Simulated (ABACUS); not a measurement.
CdTe: single point with rPW86PBE

**The experiment to reproduce.**

From a printed reference work, data compilation, for a bulk crystal of CdTe at 0 K: band gap 1.607 eV.

Crystal: CdTe.

```
CELL_PARAMETERS angstrom
4.53255 0.00000 0.00000
2.26628 3.92531 0.00000
2.26628 1.30844 3.70082
ATOMIC_POSITIONS crystal
Te 0.75000 0.75000 0.75000
Cd 0.00000 0.00000 0.00000
```

```json
{
 "Program": "ABACUS 3.10.1",
 "Task": "single point",
 "Functional": "rPW86PBE",
 "Potentials or basis": "GBRV ultrasoft 1.5 PBE",
 "Cutoff": "544 eV",
 "Density cutoff": "4354 eV",
 "Basis": "plane waves",
 "k mesh": "6 × 6 × 6",
 "Occupations": "fermi-dirac, width 0.05 eV",
 "Spin": "no spin polarisation"
}
```

```
Pressure               : 6.7 GPa
Band gap on the k mesh : 0.73 eV, direct
```

Levels at points of the mesh, in eV from the valence-band top:
| k point | band 6 | band 7 | band 8 | band 9 | band 10 | band 11 | band 12 | band 13 |
| --- | --- | --- | --- | --- | --- | --- | --- | --- |
| (0.00, 0.00, 0.00) | -8.16 | 0.00 | 0.00 | 0.00 | 0.73 | 4.48 | 4.48 | 4.48 |
| (0.50, 0.50, 0.50) | -7.78 | -4.67 | -0.84 | -0.84 | 1.73 | 5.09 | 5.09 | 7.05 |
| (0.50, 0.50, 0.00) | -7.64 | -4.52 | -2.00 | -2.00 | 2.42 | 2.55 | 8.92 | 9.31 |

Run time: 10 s on 4 MPI ranks on AMD EPYC 9R45 96-Core Processor (Zen 5), with other jobs on the host, peak memory 0.88 GiB a rank.

Against the measured gap of CdTe, 1.607 eV (0 K; a printed reference work, data compilation), the calculated 0.73 eV is off by -0.88 eV. Spin-orbit coupling on Cd, Te is left out. The value is that of rPW86PBE, without temperature or zero-point motion.

Caveat: the potentials were made for another functional, which shifts forces and pressure; spin-orbit coupling is left out, which moves the levels of the heavy elements.
